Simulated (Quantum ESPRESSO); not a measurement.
# Sn (Fd-3m) in Quantum ESPRESSO: a series of runs

The runs below take Sn through single point, equation of state, with PW86PBE.

Program: Quantum ESPRESSO 7.5. These are calculated values, not measurements. Logs are shortened: lines on timing, memory, paths and dates and some standing lists are left out, and cuts for length are marked.

## Step 1: The crystal as given

Symmetry: Fd-3m, No. 227, cubic system. The conventional cell has a = 6.467 Å, b = 6.467 Å, c = 6.467 Å, α = 90.00°, β = 90.00°, γ = 90.00°. Sn (site symmetry -43m) has 4 Sn at 2.80 Å as nearest neighbours.

This isn't the form of Sn at room conditions, which is tetragonal (white tin).

## Step 2: Single point, PW86PBE, 31.77 Å³/atom

File pw.in:

```
&CONTROL
  calculation = 'scf'
  prefix = 'pwscf'
  outdir = './tmp'
  pseudo_dir = './pseudo'
  tprnfor = .true.
  tstress = .true.
  disk_io = 'nowf'
/
&SYSTEM
  ibrav = 0
  nat = 2
  ntyp = 1
  ecutwfc = 72
  nbnd = 21
  input_dft = 'pw86pbe'
  occupations = 'smearing'
  smearing = 'fd'
  degauss = 0.00367493
/
&ELECTRONS
  conv_thr = 4d-10
  electron_maxstep = 120
  mixing_beta = 0.5
/
ATOMIC_SPECIES
Sn   118.7100 Sn.upf
CELL_PARAMETERS angstrom
   0.0000000000    3.1673376916    3.1673376916
   3.1673376916    0.0000000000    3.1673376916
   3.1673376916    3.1673376916    0.0000000000
ATOMIC_POSITIONS crystal
Sn     0.7500000000    0.7500000000    0.7500000000
Sn     0.5000000000    0.5000000000    0.5000000000
K_POINTS automatic
7 7 7 0 0 0
```

Potentials or basis: PseudoDojo 0.4.1 SR PBE standard.

Started as:

```sh
$ OMP_NUM_THREADS=1 pw.x -in pw.in > pw.out
```

pw.out:

```text
This program is part of the open-source Quantum ESPRESSO suite
     for quantum simulation of materials; please cite
         "P. Giannozzi et al., J. Phys.:Condens. Matter 21 395502 (2009);
         "P. Giannozzi et al., J. Phys.:Condens. Matter 29 465901 (2017);
         "P. Giannozzi et al., J. Chem. Phys. 152 154105 (2020);
     in publications or presentations arising from this work. More details at

     IMPORTANT: XC functional enforced from input :
     Exchange-correlation= PW86PBE
                           (   1   4  21   4   0   0   0)
     Any further DFT definition will be discarded
     Please, verify this is what you really want

     Message from routine setup:
     using ibrav=0 with symmetry is DISCOURAGED, use correct ibrav instead

     G-vector sticks info
     --------------------
     sticks:   dense  smooth     PW     G-vecs:    dense   smooth      PW
     Sum        1417    1417    421                35557    35557    5577

     Using Slab Decomposition

     bravais-lattice index     =            0
     lattice parameter (alat)  =       8.4646  a.u.
     unit-cell volume          =     428.8542 (a.u.)^3
     number of atoms/cell      =            2
     number of atomic types    =            1
     number of electrons       =        28.00
     number of Kohn-Sham states=           21
     kinetic-energy cutoff     =      72.0000  Ry
     charge density cutoff     =     288.0000  Ry
     scf convergence threshold =      4.0E-10
     mixing beta               =       0.5000
     number of iterations used =            8  plain     mixing
     Exchange-correlation= PW86PBE
                           (   1   4  21   4   0   0   0)

     celldm(1)=   8.464635  celldm(2)=   0.000000  celldm(3)=   0.000000
     celldm(4)=   0.000000  celldm(5)=   0.000000  celldm(6)=   0.000000

     crystal axes: (cart. coord. in units of alat)
               a(1) = (   0.000000   0.707107   0.707107 )
               a(2) = (   0.707107   0.000000   0.707107 )
               a(3) = (   0.707107   0.707107   0.000000 )

     reciprocal axes: (cart. coord. in units 2 pi/alat)
               b(1) = ( -0.707107  0.707107  0.707107 )
               b(2) = (  0.707107 -0.707107  0.707107 )
               b(3) = (  0.707107  0.707107 -0.707107 )

     PseudoPot. # 1 for Sn read from file:
     Sn.upf
     Pseudo is Norm-conserving + core correction, Zval = 14.0
     Generated using ONCVPSP code by D. R. Hamann
     Using radial grid of 1628 points,  6 beta functions with:
                l(1) =   0
                l(2) =   0
                l(3) =   1
                l(4) =   1
                l(5) =   2
                l(6) =   2

     atomic species   valence    mass     pseudopotential
     Sn               14.00   118.71000     Sn( 1.00)

     48 Sym. Ops., with inversion, found (24 have fractional translation)

   Cartesian axes

     site n.     atom                  positions (alat units)
         1        Sn     tau(   1) = (   1.0606602   1.0606602   1.0606602  )
         2        Sn     tau(   2) = (   0.7071068   0.7071068   0.7071068  )

     number of k points=    20  Fermi-Dirac smearing, width (Ry)=  0.0037
                       cart. coord. in units 2pi/alat
        k(    1) = (   0.0000000   0.0000000   0.0000000), wk =   0.0058309
        k(    2) = (   0.1010153   0.1010153  -0.1010153), wk =   0.0466472
        k(    3) = (   0.2020305   0.2020305  -0.2020305), wk =   0.0466472
        k(    4) = (   0.3030458   0.3030458  -0.3030458), wk =   0.0466472
        k(    5) = (   0.2020305  -0.0000000   0.0000000), wk =   0.0349854
        k(    6) = (   0.3030458   0.1010153  -0.1010153), wk =   0.1399417
[... 12 lines left out ...]
        k(   19) = (  -0.1010153  -0.5050763   0.7071068), wk =   0.1399417
        k(   20) = (  -0.0000000  -0.4040610   0.6060915), wk =   0.1399417

     Dense  grid:    35557 G-vectors     FFT dimensions: (  48,  48,  48)

     Initial potential from superposition of free atoms

     starting charge      27.9969, renormalised to      28.0000
     Starting wfcs are   18 randomized atomic wfcs +    3 random wfcs

     Self-consistent Calculation

     iteration #  1     ecut=    72.00 Ry     beta= 0.50
     Davidson diagonalization with overlap
     ethr =  1.00E-02,  avg # of iterations =  6.0

     Threshold (ethr) on eigenvalues was too large:
     Diagonalizing with lowered threshold

     Davidson diagonalization with overlap
     ethr =  9.84E-05,  avg # of iterations =  3.5

     total energy              =    -315.43299687 Ry
     estimated scf accuracy    <       0.02845212 Ry

     iteration #  2     ecut=    72.00 Ry     beta= 0.50
     Davidson diagonalization with overlap
     ethr =  1.02E-04,  avg # of iterations =  1.0

     total energy              =    -315.43306119 Ry
     estimated scf accuracy    <       0.00536356 Ry

     iteration #  3     ecut=    72.00 Ry     beta= 0.50
     Davidson diagonalization with overlap
     ethr =  1.92E-05,  avg # of iterations =  3.4

     total energy              =    -315.43344224 Ry
     estimated scf accuracy    <       0.00009090 Ry

     iteration #  4     ecut=    72.00 Ry     beta= 0.50
     Davidson diagonalization with overlap
     ethr =  3.25E-07,  avg # of iterations =  4.5

     total energy              =    -315.43345251 Ry
     estimated scf accuracy    <       0.00000630 Ry

     iteration #  5     ecut=    72.00 Ry     beta= 0.50
     Davidson diagonalization with overlap
     ethr =  2.25E-08,  avg # of iterations =  1.9

     total energy              =    -315.43345299 Ry
     estimated scf accuracy    <       0.00000007 Ry

     iteration #  6     ecut=    72.00 Ry     beta= 0.50
     Davidson diagonalization with overlap
     ethr =  2.33E-10,  avg # of iterations =  2.5

     total energy              =    -315.43345301 Ry
     estimated scf accuracy    <       0.00000002 Ry

     iteration #  7     ecut=    72.00 Ry     beta= 0.50
     Davidson diagonalization with overlap
     ethr =  7.92E-11,  avg # of iterations =  2.0

     total energy              =    -315.43345301 Ry
     estimated scf accuracy    <          6.7E-09 Ry

     iteration #  8     ecut=    72.00 Ry     beta= 0.50
     Davidson diagonalization with overlap
     ethr =  2.38E-11,  avg # of iterations =  1.9

     End of self-consistent calculation

          k = 0.0000 0.0000 0.0000 (  4477 PWs)   bands (ev):

   -12.7856 -12.7856 -12.7856 -12.7214 -12.7214 -12.3472 -12.3472 -12.3472
   -12.3337 -12.3337  -1.9196   9.0134   9.2936   9.2936   9.2936  11.3856
    11.3856  11.3856  14.3179  17.3841  17.3841

          k = 0.1010 0.1010-0.1010 (  4444 PWs)   bands (ev):

   -12.8021 -12.8021 -12.7801 -12.6979 -12.6979 -12.3771 -12.3771 -12.3544
   -12.3078 -12.3078  -1.7082   6.8123   8.9033   8.9033   9.9816  11.8776
    11.8776  12.4474  15.2957  16.3260  16.3260

          k = 0.2020 0.2020-0.2020 (  4420 PWs)   bands (ev):

   -12.8205 -12.8205 -12.7673 -12.6657 -12.6657 -12.4047 -12.4047 -12.3710
   -12.2874 -12.2874  -1.1046   4.5435   8.3426   8.3426   9.6152  12.4295
    12.4295  14.5468  15.4767  16.3704  16.3704

          k = 0.3030 0.3030-0.3030 (  4431 PWs)   bands (ev):

   -12.8281 -12.8281 -12.7567 -12.6500 -12.6500 -12.4164 -12.4164 -12.3848
   -12.2787 -12.2787  -0.3239   2.8877   8.0205   8.0205   9.3601  12.4886
    12.4886  14.9052  17.1048  17.7588  17.7588

          k = 0.2020-0.0000 0.0000 (  4456 PWs)   bands (ev):

   -12.7986 -12.7986 -12.7984 -12.7017 -12.6718 -12.4232 -12.3524 -12.3279
   -12.3279 -12.3024  -1.6361   6.7703   8.3292   8.3292  10.7200  11.2766
    12.6947  12.6947  15.1986  15.6287  17.6248

          k = 0.3030 0.1010-0.1010 (  4440 PWs)   bands (ev):

   -12.8281 -12.8150 -12.7750 -12.6729 -12.6326 -12.4642 -12.3847 -12.3431
   -12.3007 -12.2792  -1.1547   5.0444   7.6244   7.7858  10.8147  11.5726
    13.4443  13.4555  15.7530  16.7713  17.4072

          k = 0.4041 0.2020-0.2020 (  4421 PWs)   bands (ev):

   -12.8484 -12.8289 -12.7421 -12.6433 -12.6166 -12.4734 -12.4170 -12.3819
   -12.2791 -12.2568  -0.3764   3.2853   6.9593   7.5648  10.5897  12.2047
    13.4256  14.1844  16.5354  18.0072  18.4030

          k =-0.2020-0.4041 0.4041 (  4430 PWs)   bands (ev):

   -12.8525 -12.8368 -12.7229 -12.6331 -12.6231 -12.4439 -12.4427 -12.4100
   -12.2670 -12.2531   0.0209   2.6307   6.6138   7.7218  10.4892  12.4063
    13.0872  15.5187  16.8632  17.4103  17.4704

          k =-0.1010-0.3030 0.3030 (  4421 PWs)   bands (ev):

   -12.8393 -12.8364 -12.7362 -12.6593 -12.6260 -12.4470 -12.4143 -12.3932
   -12.2717 -12.2667  -0.6578   3.8265   6.6998   8.2076  10.6208  12.6820
    12.6826  14.3488  15.8401  16.6105  18.7925

          k =-0.0000-0.2020 0.2020 (  4435 PWs)   bands (ev):

   -12.8233 -12.8136 -12.7680 -12.6834 -12.6597 -12.4191 -12.3973 -12.3457
   -12.3076 -12.2807  -1.3621   5.5813   7.4259   8.8087  10.6803  12.0205
    12.2413  13.4769  15.4987  16.4147  16.5598

          k = 0.4041-0.0000 0.0000 (  4424 PWs)   bands (ev):

   -12.8249 -12.8249 -12.7869 -12.6469 -12.5779 -12.5317 -12.4052 -12.3175
   -12.2874 -12.2874  -0.7965   4.4733   7.2036   7.2036   9.9767  11.2836
    14.8073  14.8073  15.7221  18.1596  18.3520

          k = 0.5051 0.1010-0.1010 (  4425 PWs)   bands (ev):

   -12.8517 -12.8368 -12.7436 -12.6103 -12.5707 -12.5393 -12.4433 -12.3681
   -12.2681 -12.2524  -0.0825   3.2182   6.3893   6.9404  10.2667  11.4400
    14.5996  15.2352  18.1500  18.6310  19.1302

          k =-0.1010-0.5051 0.5051 (  4407 PWs)   bands (ev):

   -12.8722 -12.8449 -12.6990 -12.5773 -12.5639 -12.5404 -12.4820 -12.4161
   -12.2560 -12.2295   0.5933   2.3120   5.6302   7.0796  10.4191  13.2850
    14.2688  14.7646  16.7066  17.6342  19.2563

          k = 0.0000-0.4041 0.4041 (  4432 PWs)   bands (ev):

   -12.8676 -12.8458 -12.6959 -12.6186 -12.5809 -12.4862 -12.4739 -12.4231
   -12.2551 -12.2366   0.0970   2.9236   5.5955   7.5790  10.7360  13.8570
    13.9353  14.2228  16.0922  16.1195  19.4799

          k = 0.6061-0.0000 0.0000 (  4428 PWs)   bands (ev):

   -12.8437 -12.8437 -12.7331 -12.6427 -12.5684 -12.4821 -12.4733 -12.3796
   -12.2570 -12.2570   0.5608   2.3582   6.5902   6.5902   9.7923  10.2643
    16.8854  16.8854  18.0174  19.5793  19.7489

          k =-0.0000-0.6061 0.6061 (  4400 PWs)   bands (ev):

   -12.8616 -12.8468 -12.6904 -12.6503 -12.5319 -12.5209 -12.4623 -12.4244
   -12.2523 -12.2382   1.2897   1.5791   5.9585   6.6417  10.0539  11.0571
    16.3549  16.5508  17.5614  18.5386  20.0817

          k = 0.4041 0.2020 0.0000 (  4434 PWs)   bands (ev):

   -12.8420 -12.8409 -12.7409 -12.6451 -12.5908 -12.5070 -12.4131 -12.3779
   -12.2677 -12.2633  -0.5601   3.9242   6.4153   7.5097  11.3857  11.6898
    13.0683  14.5594  16.4728  17.8174  18.5709

          k =-0.2020-0.4041 0.6061 (  4423 PWs)   bands (ev):

   -12.8652 -12.8479 -12.6983 -12.6131 -12.5736 -12.5171 -12.4546 -12.4207
   -12.2545 -12.2380   0.2336   2.7006   5.8767   7.0710  11.4810  12.2310
    13.6877  14.9617  16.4334  17.9546  18.5908

          k =-0.1010-0.5051 0.7071 (  4410 PWs)   bands (ev):

   -12.8597 -12.8571 -12.6905 -12.6073 -12.5715 -12.5014 -12.4859 -12.4217
   -12.2437 -12.2413   0.6987   2.2626   6.0076   6.3636  11.0999  11.3782
    14.3269  16.1424  17.7822  18.6494  19.9709

          k =-0.0000-0.4041 0.6061 (  4413 PWs)   bands (ev):

   -12.8736 -12.8583 -12.6617 -12.5801 -12.5587 -12.5185 -12.5126 -12.4474
   -12.2420 -12.2270   1.0051   1.9532   5.5533   6.4392  11.4818  13.3470
    13.8700  13.9172  17.3045  18.2759  20.2404

     the Fermi energy is     9.2616 ev

!    total energy              =    -315.43345301 Ry
     estimated scf accuracy    <          7.4E-11 Ry
     smearing contrib. (-TS)   =      -0.00010966 Ry
     internal energy E=F+TS    =    -315.43334336 Ry

     The total energy is F=E-TS. E is the sum of the following terms:
     one-electron contribution =    -135.58347045 Ry
     hartree contribution      =      85.06828248 Ry
     xc contribution           =     -88.52020724 Ry
     ewald contribution        =    -176.39794815 Ry

     convergence has been achieved in   8 iterations

     Forces acting on atoms (cartesian axes, Ry/au):

     atom    1 type  1   force =    -0.00000000   -0.00000000    0.00000000
     atom    2 type  1   force =     0.00000000    0.00000000   -0.00000000

     Total force =     0.000000     Total SCF correction =     0.000000

     Computing stress (Cartesian axis) and pressure

          total   stress  (Ry/bohr**3)                   (kbar)     P=      100.89
   0.00068583  -0.00000000  -0.00000000          100.89       -0.00       -0.00
  -0.00000000   0.00068583  -0.00000000           -0.00      100.89       -0.00
  -0.00000000  -0.00000000   0.00068583           -0.00       -0.00      100.89

=------------------------------------------------------------------------------=
   JOB DONE.
=------------------------------------------------------------------------------=
```

Run time: 54 s. Hardware: 1 thread of AMD EPYC 7B13 (Zen 3), shared host; peak memory 0.09 GiB.

Results:

- Free energy: -4291.6908 eV
- Pressure: 10.1 GPa
- Band gap on the k mesh: none (metal or under the smearing width)

Caveat: the potentials were made for another functional, which shifts forces and pressure.

## Step 3: Single point, PW86PBE, 32.45 Å³/atom

pw.in, as its differences from that of step 2:

```diff
@@ -28,5 +28,5 @@
 CELL_PARAMETERS angstrom
-   0.0000000000    3.1673376916    3.1673376916
-   3.1673376916    0.0000000000    3.1673376916
-   3.1673376916    3.1673376916    0.0000000000
+   0.0000000000    3.1896436215    3.1896436215
+   3.1896436215    0.0000000000    3.1896436215
+   3.1896436215    3.1896436215    0.0000000000
 ATOMIC_POSITIONS crystal
```

Potentials or basis: PseudoDojo 0.4.1 SR PBE standard.

Started as:

```sh
$ OMP_NUM_THREADS=1 pw.x -in pw.in > pw.out
```

Run time: 52 s. Hardware: 1 thread of AMD EPYC 7B13 (Zen 3), shared host; peak memory 0.09 GiB.

The run converged. Its results:

| Item | Value |
| --- | --- |
| Free energy | -4291.7694 eV |
| Pressure | 8.6 GPa |
| Band gap on the k mesh | none (metal or under the smearing width) |

Caveat: the potentials were made for another functional, which shifts forces and pressure.

## Step 4: Single point, PW86PBE, 33.13 Å³/atom

pw.in, as its differences from that of step 3:

```diff
@@ -28,5 +28,5 @@
 CELL_PARAMETERS angstrom
-   0.0000000000    3.1896436215    3.1896436215
-   3.1896436215    0.0000000000    3.1896436215
-   3.1896436215    3.1896436215    0.0000000000
+   0.0000000000    3.2116418589    3.2116418589
+   3.2116418589    0.0000000000    3.2116418589
+   3.2116418589    3.2116418589    0.0000000000
 ATOMIC_POSITIONS crystal
```

Started as:

```sh
$ OMP_NUM_THREADS=1 pw.x -in pw.in > pw.out
```

Wall time 45 s (1 thread of AMD EPYC 7B13 (Zen 3), shared host); peak memory 0.09 GiB.

Results (log left out):

```
Free energy            : -4291.8358 eV
Pressure               : 7.2 GPa
Band gap on the k mesh : none (metal or under the smearing width)
```

Caveat: the potentials were made for another functional, which shifts forces and pressure.

## Step 5: Single point, PW86PBE, 33.80 Å³/atom

pw.in, as its differences from that of step 4:

```diff
@@ -28,5 +28,5 @@
 CELL_PARAMETERS angstrom
-   0.0000000000    3.2116418589    3.2116418589
-   3.2116418589    0.0000000000    3.2116418589
-   3.2116418589    3.2116418589    0.0000000000
+   0.0000000000    3.2333428000    3.2333428000
+   3.2333428000    0.0000000000    3.2333428000
+   3.2333428000    3.2333428000    0.0000000000
 ATOMIC_POSITIONS crystal
```

Started as:

```sh
$ OMP_NUM_THREADS=1 pw.x -in pw.in > pw.out
```

Run time: 48 s. Hardware: 1 thread of AMD EPYC 7B13 (Zen 3), shared host; peak memory 0.09 GiB.

It converged, with:

```
Free energy            : -4291.8914 eV
Pressure               : 6.0 GPa
Band gap on the k mesh : none (metal or under the smearing width)
```

Caveat: the potentials were made for another functional, which shifts forces and pressure.

## Step 6: Single point, PW86PBE, 34.48 Å³/atom

pw.in, as its differences from that of step 5:

```diff
@@ -28,5 +28,5 @@
 CELL_PARAMETERS angstrom
-   0.0000000000    3.2333428000    3.2333428000
-   3.2333428000    0.0000000000    3.2333428000
-   3.2333428000    3.2333428000    0.0000000000
+   0.0000000000    3.2547562903    3.2547562903
+   3.2547562903    0.0000000000    3.2547562903
+   3.2547562903    3.2547562903    0.0000000000
 ATOMIC_POSITIONS crystal
```

Potentials or basis: PseudoDojo 0.4.1 SR PBE standard.

Started as:

```sh
$ OMP_NUM_THREADS=1 pw.x -in pw.in > pw.out
```

Wall time 55 s (1 thread of AMD EPYC 7B13 (Zen 3), shared host); peak memory 0.09 GiB.

Results (log left out):

```
Free energy            : -4291.9370 eV
Pressure               : 4.9 GPa
Band gap on the k mesh : none (metal or under the smearing width)
```

Caveat: the potentials were made for another functional, which shifts forces and pressure.

## Step 7: Single point, PW86PBE, 35.16 Å³/atom

pw.in, as its differences from that of step 6:

```diff
@@ -28,5 +28,5 @@
 CELL_PARAMETERS angstrom
-   0.0000000000    3.2547562903    3.2547562903
-   3.2547562903    0.0000000000    3.2547562903
-   3.2547562903    3.2547562903    0.0000000000
+   0.0000000000    3.2758916636    3.2758916636
+   3.2758916636    0.0000000000    3.2758916636
+   3.2758916636    3.2758916636    0.0000000000
 ATOMIC_POSITIONS crystal
```

Started as:

```sh
$ OMP_NUM_THREADS=1 pw.x -in pw.in > pw.out
```

Wall time 52 s (1 thread of AMD EPYC 7B13 (Zen 3), shared host); peak memory 0.09 GiB.

Results (log left out):

- Free energy: -4291.9739 eV
- Pressure: 3.9 GPa
- Band gap on the k mesh: none (metal or under the smearing width)

Caveat: the potentials were made for another functional, which shifts forces and pressure.

## Step 8: Single point, PW86PBE, 35.83 Å³/atom

pw.in, as its differences from that of step 7:

```diff
@@ -28,5 +28,5 @@
 CELL_PARAMETERS angstrom
-   0.0000000000    3.2758916636    3.2758916636
-   3.2758916636    0.0000000000    3.2758916636
-   3.2758916636    3.2758916636    0.0000000000
+   0.0000000000    3.2967577782    3.2967577782
+   3.2967577782    0.0000000000    3.2967577782
+   3.2967577782    3.2967577782    0.0000000000
 ATOMIC_POSITIONS crystal
```

Started as:

```sh
$ OMP_NUM_THREADS=1 pw.x -in pw.in > pw.out
```

Wall time 46 s (1 thread of AMD EPYC 7B13 (Zen 3), shared host); peak memory 0.09 GiB.

It converged, with:

```yaml
Free_energy: -4292.0029 eV
Pressure: 3.0 GPa
Band_gap_on_the_k_mesh: none (metal or under the smearing width)
```

Caveat: the potentials were made for another functional, which shifts forces and pressure.

## Step 9: Equation of state, PW86PBE

Potentials or basis: PseudoDojo 0.4.1 SR PBE standard.

This step only gathers the single runs of the series.

Results:

```
Equilibrium volume : 38.82 Å³/atom (rough: see the caveat)
Bulk modulus       : 31 GPa (rough)
```

Energy against volume, from the lowest point:
```csv
volume (Å³/atom),energy (meV/atom)
31.775,156.05
32.451,116.74
33.127,83.51
33.803,55.75
34.479,32.91
35.155,14.48
35.831,0.00
```

Caveat: the potentials were made for another functional, which shifts forces and pressure; the minimum lies outside the volumes run.
